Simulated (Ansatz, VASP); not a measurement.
# B3N: VASP beside Ansatz

```xyz
4
Lattice="1.2753 0.7363 4.8419 -1.2753 0.7363 4.8419 0.0000 -1.4725 4.8419" Properties=species:S:1:pos:R:3 pbc="T T T"
B     0.0000    0.0000    0.2882
B     0.0000    0.0000    8.9142
B     0.0000    0.0000    7.1896
N     0.0000    0.0000    1.7652
```

The cell was built by a generator and needn't be a form met in nature.

Alike in both runs: task single point; functional PBE; k mesh 18 × 18 × 18; occupations gaussian, width 0.1 eV; no spin polarisation.

|  | VASP | Ansatz |
| --- | --- | --- |
| version | VASP 6.6.1 | Ansatz 0.2.0 |
| potentials or method | VASP PAW PBE potentials, release 64 (B, N) | scalar-relativistic, plane waves, PAW |
| plane-wave cutoff (eV) | 520 | 420 |
| valence electrons in the cell | 14 | 14 |

Ansatz gave:

```
gap on the k mesh at the Fermi level (eV)       : none
pressure (GPa)                                  : 0.0
largest component of the traceless stress (GPa) : 0.01
rms of the force components (eV/Å)              : 0.001
```

Q: What did VASP give for the same quantities?

A: gap on the k mesh at the Fermi level (eV): none; pressure (GPa): 0.1; largest component of the traceless stress (GPa): 0.06; rms of the force components (eV/Å): 0.008.

Atom by atom the forces differ by 0.008 eV/Å (rms over components). A gap of «none» marks a metal or a gap that the smearing closes.
